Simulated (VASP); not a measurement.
Wanted: an ASE script for a VASP 6.6.1 run.

```
Task                   : single point
Functional             : RPBE
Dispersion             : D3
Potentials or basis    : VASP PAW PBE potentials, release 64 (Ca_sv)
Cutoff                 : 520 eV
k mesh                 : 9 × 8 × 9
Occupations            : fermi-dirac, width 0.02 eV
Spin                   : no spin polarisation
Further INCAR settings : ALGO = Normal; EDIFF = 1.00e-06; NBANDS = 11
```

The structure of Ca lies in Ca.cif:

```cif
data_Ca
_cell_length_a 3.81246061
_cell_length_b 3.89372626
_cell_length_c 3.78230229
_cell_angle_alpha 109.22006147
_cell_angle_beta 110.48019157
_cell_angle_gamma 109.63711237
_space_group_name_H-M_alt 'P1'
_space_group_name_Hall 'P 1'
_space_group_IT_number 1
loop_
_space_group_symop_operation_xyz
'x,y,z'
loop_
_atom_site_label
_atom_site_type_symbol
_atom_site_symmetry_multiplicity
_atom_site_Wyckoff_symbol
_atom_site_fract_x
_atom_site_fract_y
_atom_site_fract_z
_atom_site_occupancy
Ca1 Ca 1 a 0.4884990000 0.4911080000 -0.0115560000 1
```

This isn't the form of Ca at room conditions, which is fcc.

The cell isn't the ideal one: cell strained at random at fixed volume.

One way to write it, as run:

run.py

```python
from ase.calculators.vasp import Vasp
from ase.dft.bandgap import bandgap
from ase.io import read

atoms = read('Ca.cif')
calc = Vasp(
    directory='calc',
    xc='rpbe',
    pp='PBE',
    setups='recommended',
    prec='Accurate',
    encut=520,
    ediff=1e-06,
    ismear=-1,
    sigma=0.02,
    lreal=False,
    lasph=True,
    nelm=60,
    algo='Normal',
    isif=2,
    lwave=False,
    lcharg=False,
    ivdw=11,
    kpts=[9, 8, 9],
    gamma=True,
    nbands=11,
)
atoms.calc = calc

print('energy (eV):', atoms.get_potential_energy())
print('free energy (eV):', atoms.get_potential_energy(force_consistent=True))
print('forces (eV/A):')
print(atoms.get_forces())
print('stress (eV/A^3, Voigt):', atoms.get_stress())
print('Fermi level (eV):', calc.get_fermi_level())
gap, top, bottom = bandgap(calc)
print('band gap (eV):', gap, 'from (spin, k, band)', top, 'to', bottom)
```

Potentials or basis: VASP PAW PBE potentials, release 64 (Ca_sv).

Launch:

```sh
$ python run.py
```

It gave:

```json
{
 "Pressure": "0.5 GPa",
 "Band gap on the k mesh": "none (metal or under the smearing width)",
 "Dispersion energy per atom": "-0.272 eV"
}
```

Caveat: the PAW data sets were made with another functional, which shifts forces and pressure a little; pairwise dispersion overbinds metals, which lowers pressure and volume.

Wall time 95 s on 1 thread of Intel(R) Xeon(R) Platinum 8488C (Sapphire Rapids) (shared host), peak memory 0.28 GiB.
